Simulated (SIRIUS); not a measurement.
## AlNi in SIRIUS: convergence with density tol

Input of the first run (density tol 0.01); the others differ in this setting and in those tied to it:

The input sirius.json:

```json
{
  "control": {
    "processing_unit": "cpu",
    "verbosity": 2,
    "num_bands_to_print": 18,
    "print_forces": true,
    "print_stress": true
  },
  "parameters": {
    "electronic_structure_method": "pseudopotential",
    "xc_functionals": ["XC_GGA_X_PBE", "XC_GGA_C_PBE"],
    "gk_cutoff": 8.0,
    "pw_cutoff": 22.6,
    "ngridk": [6, 6, 6],
    "shiftk": [0, 0, 0],
    "smearing": "gaussian",
    "smearing_width": 0.0018374661,
    "num_bands": 18,
    "num_mag_dims": 1,
    "num_dft_iter": 100,
    "energy_tol": 0.01,
    "density_tol": 0.01
  },
  "iterative_solver": {
    "type": "davidson",
    "min_tolerance": 1e-10
  },
  "mixer": {
    "type": "anderson",
    "beta": 0.5,
    "max_history": 8
  },
  "settings": {
    "tol_ne": 1e-10,
    "smooth_initial_mag": true
  },
  "unit_cell": {
    "lattice_vectors": [
      [5.444300965047, 0.0, 0.0],
      [0.0, 5.444300965047, 0.0],
      [0.0, 0.0, 5.444300965047]
    ],
    "atom_coordinate_units": "lattice",
    "atom_types": ["Ni", "Al"],
    "atom_files": {
      "Al": "Al.json",
      "Ni": "Ni.json"
    },
    "atoms": {
      "Ni": [
        [0.5, 0.5, 0.5, 0.0, 0.0, 1.0]
      ],
      "Al": [
        [0.0, 0.0, 0.0, 0.0, 0.0, 0.0]
      ]
    }
  }
}
```

Potentials or basis: JTH 2.0 PBE (PAW).

Command:

```console
$ upf_to_json Al.GGA_PBE-JTH.UPF
$ upf_to_json Ni.GGA_PBE-JTH.UPF
$ OMP_NUM_THREADS=1 sirius.scf --input=sirius.json --output=out.json --task=0
```

Hardware: 1 thread of Arm Neoverse V1, with other jobs on the host.

```tsv
density tol	energy less the tightest run, at zero smearing (meV/atom)	SCF cycles	CPU time (s)	peak memory (GiB)
0.01	0.00	27	69	0.33
0.001	0.00	27	71	0.33
0.0001	0.00	27	70	0.33
1e-05	0.00	27	70	0.33
1e-06	0.00	31	74	0.33
1e-07	0.00	33	77	0.33
```

Against the tightest run, the energy stays within 1 meV/atom from 0.01 on. The tightest run that finished is the yardstick and may itself not be fully converged.

Caveat, for the tightest run too: the k mesh is coarse (spacing up to 0.36 Å⁻¹), so the values aren't converged; a moment of about a tenth of a μB was left, which can be a remnant of the start and isn't listed.
